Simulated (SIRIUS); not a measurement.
# SiC (Moissanite 6H): single point with PBE

Crystal: SiC (Moissanite 6H).

```xyz
12
Lattice="3.0950 0.0000 0.0000 -1.5475 2.6803 0.0000 0.0000 0.0000 15.1700" Properties=species:S:1:pos:R:3 pbc="T T T"
Si    1.5475    0.8934    6.9524
Si    0.0000    1.7869   14.5374
Si    1.5475    0.8934   12.0101
Si    0.0000    1.7869    4.4251
Si    0.0000    0.0000    9.4812
Si    0.0000    0.0000    1.8962
C     1.5475    0.8934    5.0562
C     0.0000    1.7869   12.6412
C     1.5475    0.8934   10.1138
C     0.0000    1.7869    2.5288
C     0.0000    0.0000    7.5850
C     0.0000    0.0000    0.0000
```

```yaml
Program: SIRIUS 7.10.0
Task: single point
Functional: PBE
Potentials_or_basis: PseudoDojo 0.4.1 PBE standard (scalar relativistic)
Cutoff: 1127 eV
Density_cutoff: 4507 eV
k_mesh: 10 × 10 × 2
Occupations: fermi-dirac, width 0.05 eV
Spin: no spin polarisation
Libxc_names: "[\"XC_GGA_X_PBE\", \"XC_GGA_C_PBE\"]"
Energy_tol: 1e-08 Ha
Density_tol: 1e-06
Mixer: anderson
Mixing_beta: 0.7
Max_scf: 100
Radial_cutoff_for_the_potentials'_integrals: 6.5 bohr
```

```yaml
Pressure: 0.2 GPa
Largest_force: 0.140 eV/Å
Band_gap_on_the_k_mesh: 2.03 eV
```

Forces in eV/Å, atoms in the order of the input:
```
Si   0.000  0.000  0.053
Si   0.000  0.000  0.053
Si   0.000  0.000  0.025
Si   0.000  0.000  0.025
Si   0.000  0.000  0.043
Si   0.000  0.000  0.043
C    0.000  0.000 -0.014
C    0.000  0.000 -0.014
C    0.000  0.000  0.034
C    0.000  0.000  0.034
C    0.000  0.000 -0.140
C    0.000  0.000 -0.140
```

Stress tensor (GPa, compression positive):
```
-0.03  0.00  0.00
 0.00 -0.03  0.00
 0.00  0.00  0.74
```

Run time: 8.8 min on 1 thread of Arm Neoverse V1, with other jobs on the host, peak memory 1.4 GiB.

A k mesh can miss the band edges. A hybrid or GW would open this gap; PBE tends to underestimate it.
